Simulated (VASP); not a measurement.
Set up this calculation in VASP 6.6.1, as the native input.

| Property | Result |
| --- | --- |
| Task | single point |
| Functional | r2SCAN |
| Potentials or basis | VASP PAW PBE potentials, release 64 (Ir) |
| Cutoff | 520 eV |
| k mesh | 18 × 18 × 10 |
| Occupations | gaussian, width 0.05 eV |
| Spin | no spin polarisation |
| Dipole correction | no |
| Further INCAR settings | ALGO = Normal; EDIFF = 1e-07; NBANDS = 16 |

Ir:

```
CELL_PARAMETERS angstrom
2.72942 0.00000 0.00000
-1.36471 2.36375 0.00000
0.00000 0.00000 4.42093
ATOMIC_POSITIONS crystal
Ir 0.33333 0.66667 0.75000
Ir 0.66667 0.33333 0.25000
```

The cell was built by a generator and needn't be a form met in nature.

One way to write it, as run:

POSCAR

```
Ir
1.0
    2.7294192224      0.0000000000      0.0000000000
   -1.3647096112      2.3637463842      0.0000000000
    0.0000000000      0.0000000000      4.4209335862
Ir
2
Direct
    0.3333333333      0.6666666667      0.7500000000
    0.6666666667      0.3333333333      0.2500000000
```

INCAR.step1

```
PREC = Accurate ; ENCUT = 520
ISMEAR = -5 ; SIGMA = 0.05
LREAL = False ; LASPH = True
NELM = 100 ; LMAXMIX = 4
NBANDS = 16 ; GGA = PE
ALGO = Normal ; EDIFF = 1E-4
LWAVE = True ; LCHARG = False
```

INCAR.step2

```
PREC = Accurate ; ENCUT = 520
EDIFF = 1E-7 ; ISMEAR = 0
SIGMA = 0.05 ; LREAL = False
LASPH = True ; NELM = 100
ALGO = Normal ; ISIF = 2
LWAVE = False ; LCHARG = False
LMAXMIX = 4 ; METAGGA = R2SCAN
LMIXTAU = True ; LORBIT = 11
NBANDS = 16 ; ISTART = 1
```

KPOINTS

```
regular mesh
0
Gamma
  18 18 10
```

Potentials or basis: VASP PAW PBE potentials, release 64 (Ir).

Run with:

```bash
$ cat potpaw_PBE.64/Ir/POTCAR > POTCAR
$ cp INCAR.step1 INCAR
$ mpirun -np 1 vasp_std > vasp.out
$ cp INCAR.step2 INCAR
$ mpirun -np 1 vasp_std > vasp.out
```

Results of the run:

```json
{"Pressure": "2.5 GPa", "Band gap on the k mesh": "none (metal or under the smearing width)", "Valence electrons inside the program's atomic spheres": "Ir 8.37"}
```

Caveat: the PAW data sets were made with another functional, which shifts forces and pressure a little.

Run time: 4.8 min on 1 thread of Intel(R) Xeon(R) Platinum 8259CL CPU @ 2.50GHz (Skylake/Cascade Lake) (shared host), peak memory 0.22 GiB.
